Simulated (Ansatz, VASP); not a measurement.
Given: the input of a run of VASP 6.6.1 on In.

INCAR

```
SYSTEM = In
  PREC = Accurate
  ENCUT = 520
  EDIFF = 1E-7
  ISMEAR = -1
  SIGMA = 0.05
  LREAL = .FALSE.
  LASPH = .TRUE.
  NELM = 80
  ALGO = Normal
  ISIF = 2
  LWAVE = .FALSE.
  LCHARG = .FALSE.
  GGA = PS
  NBANDS = 12
```

The input KPOINTS:

```
Automatic mesh
0
G
  10 10 10
  0 0 0
```

Contents of POSCAR:

```
In
1.0
   -1.8570825908      1.8570825908      1.8570825908
    1.8570825908     -1.8570825908      1.8570825908
    1.8570825908      1.8570825908     -1.8570825908
In
1
Direct
    0.0000000000      0.0000000000      0.0000000000
```

Potentials or basis: VASP PAW PBE potentials, release 64 (In_d).

Launch:

```bash
$ cat potpaw_PBE.64/In_d/POTCAR > POTCAR
$ mpirun -np 1 vasp_std > vasp.out
```

Translate it to Ansatz 0.2.0. Potentials there: Ansatz PAW.

As run (the cutoff follows the program's own potentials):

input.yaml

```yaml
crystal:
  lattice:
    - [-1.8570825908, 1.8570825908, 1.8570825908]
    - [1.8570825908, -1.8570825908, 1.8570825908]
    - [1.8570825908, 1.8570825908, -1.8570825908]
  atoms:
    - { symbol: In, position: [0.0, 0.0, 0.0] }
hamiltonian:
  xc: pbesol
  pseudopotentials: { kind: paw }
kpoints:
  mp_grid: { grid: [10, 10, 10] }
scf:
  occupations: { method: fermi_dirac, width: 0.05 }
output:
  forces: true
  stress: true
  eigenvalues: true
```

Potentials or basis: Ansatz PAW.

The run is started by

```bash
$ ansatz run input.yaml --threads 1 --pin off --max-ram 3584MiB --backend cpu --events-out ev --progress --plain --runs-dir out
```

Both were run:

|  | VASP | Ansatz | Ansatz less VASP |
| --- | --- | --- | --- |
| gap on the k mesh at the Fermi level (eV) | none | none | - |
| pressure (GPa) | 0.2 | 0.3 | +0.04 |

A gap of «none» marks a metal or a gap that the smearing closes. The functional is the same, so the differences come from potentials, cutoffs and numerics.

Caveats: the PAW data sets were made with another functional, which shifts forces and pressure a little (VASP); the PAW data sets come from PBE, with cores solved anew for the run's functional, which leaves a small shift of forces and pressure (Ansatz).
